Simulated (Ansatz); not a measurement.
# Ge4H: the cost of one run

Program: Ansatz 0.2.0. Level of theory: DFT PBE+D3(BJ), scalar-relativistic, plane waves, PAW. These are calculated values, not measurements.

13 further runs of the same task are left out: 1 that didn't finish, 12 set aside as unsound or not needed. Runs told in other sessions of the task aren't counted.

### 1 The system as given

Symmetry: Cm, No. 8, monoclinic system. Conventional cell: a = 13.935 Å, b = 8.045 Å, c = 18.684 Å, α = 90.00°, β = 90.00°, γ = 90.00°. Around Ge (site symmetry m) lie 2 H at 1.14 Å. Ge (site symmetry 1) has 3 Ge at 2.42 Å in its first shell of neighbours. Ge (site symmetry m) is surrounded by 3 Ge at 2.42 Å. Ge (site symmetry 1) has 3 Ge at 2.42 Å and 1 H at 2.71 Å in its first shell of neighbours. Around H (site symmetry 1) lie 1 H at 0.65 Å and 1 Ge at 1.14 Å.

Structure file:

```cif
data_structure
_symmetry_space_group_name_H-M 'P 1'
_symmetry_Int_Tables_number 1
_cell_length_a 8.0454
_cell_length_b 8.0454
_cell_length_c 18.6843
_cell_angle_alpha 90.000
_cell_angle_beta 90.000
_cell_angle_gamma 120.000
_cell_volume 1047.37
loop_
_atom_site_label
_atom_site_type_symbol
_atom_site_fract_x
_atom_site_fract_y
_atom_site_fract_z
_atom_site_occupancy
Ge1 Ge 0.16667 0.33333 0.25071 1
Ge2 Ge 0.16667 0.83333 0.25071 1
Ge3 Ge 0.66667 0.33333 0.25071 1
Ge4 Ge 0.66667 0.83333 0.25071 1
Ge5 Ge 0.33333 0.16667 0.21408 1
Ge6 Ge 0.33333 0.66667 0.21408 1
Ge7 Ge 0.83333 0.16667 0.21408 1
Ge8 Ge 0.83333 0.66667 0.21408 1
H1 H 0.12627 0.33333 0.30904 1
H2 H 0.20706 0.33333 0.30904 1
```

This is the geometry of the first run shown, built on a cell relaxed beforehand with the same method.

### 2 What is varied

Atoms count from 1 in the order of the input.

H2 lies flat over one site of a rigid substrate while its bond length and height are varied.

- distance H9-H10: 8 values from 0.650 to 2.650 Å
- height of the H2 axis above the plane of Ge1: 9 values from 0.45 to 3.60 Å

Nothing else is relaxed. Points are written as (first, second).

### 3 Grid point (0.650 Å, 1.09 Å)

The cell repeats along c, and a dipole correction in the vacuum removes the field between the copies.

The input, input.yaml:

```yaml
crystal:
  lattice:
    - [8.0453790286, 0.0, 0.0]
    - [-4.0226895143, 6.9675026219, 0.0]
    - [0.0, 0.0, 18.6842610465]
  atoms:
    - { symbol: Ge, position: [0.1666666667, 0.3333333333, 0.2507062514] }
    - { symbol: Ge, position: [0.1666666667, 0.8333333333, 0.2507062514] }
    - { symbol: Ge, position: [0.6666666667, 0.3333333333, 0.2507062514] }
    - { symbol: Ge, position: [0.6666666667, 0.8333333333, 0.2507062514] }
    - { symbol: Ge, position: [0.3333333333, 0.1666666667, 0.2140839282] }
    - { symbol: Ge, position: [0.3333333333, 0.6666666667, 0.2140839282] }
    - { symbol: Ge, position: [0.8333333333, 0.1666666667, 0.2140839282] }
    - { symbol: Ge, position: [0.8333333333, 0.6666666667, 0.2140839282] }
    - { symbol: H, position: [0.1262708073, 0.3333333333, 0.3090441218] }
    - { symbol: H, position: [0.2070625261, 0.3333333333, 0.3090441218] }
basis:
  ecutwfc: 420
kpoints:
  mp_grid: { grid: [6, 6, 1] }
hamiltonian:
  xc: pbe
  pseudopotentials: { kind: paw, azcp: { folder: soft_1 } }
  dispersion: d3bj
scf:
  occupations: { method: gaussian, width: 0.1 }
output:
  forces: true
  eigenvalues: true
efield:
  axis: 3
  dipole_correction: true
  ramp_width: 0.04
```

On the command line:

```
$ ansatz run input.yaml --threads 2 --pin off --max-ram 6144MiB --backend cpu --events-out ev --progress --plain --runs-dir out
```

What time and memory should one allow on 2 threads of Arm Neoverse N1, shared host?

About 97 s, with a peak of 1.5 GiB.
